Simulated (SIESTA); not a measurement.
Ge:

```
CELL_PARAMETERS angstrom
0.00000 2.82891 2.82891
2.82891 0.00000 2.82891
2.82891 2.82891 0.00000
ATOMIC_POSITIONS crystal
Ge 0.75000 0.75000 0.75000
Ge 0.50000 0.50000 0.50000
```

Base run:

| Quantity | Value |
| --- | --- |
| Program | SIESTA 5.4.2 |
| Functional | PBE |
| Potentials or basis | PseudoDojo 0.4 standard (PBE files) |
| Basis | DZP (energy shift 0.002 Ry) |
| Grid cutoff | 800 Ry |
| Energy shift | 0.002 Ry |
| k mesh | 8 × 8 × 8 |
| Occupations | fermi-dirac, width 0.05 eV |
| Spin | no spin polarisation |

Its results: band gap on the k mesh none (metal or under the smearing width); pressure 7.4 GPa.

Q: The run is repeated on the same cell with these changes: functional from PBE to PBEJsJrLO. What comes out?

A: Band gap on the k mesh none (metal or under the smearing width); pressure 5.5 GPa.

Caveats: semicore shells carry a single zeta, which can move pressures by several GPa and volumes by a few percent; the basis of atomic orbitals isn't converged, which shifts pressures, moduli and gaps; the potentials were made for another functional, which shifts forces and pressure (some runs).

Not every run made on this cell is shown here.
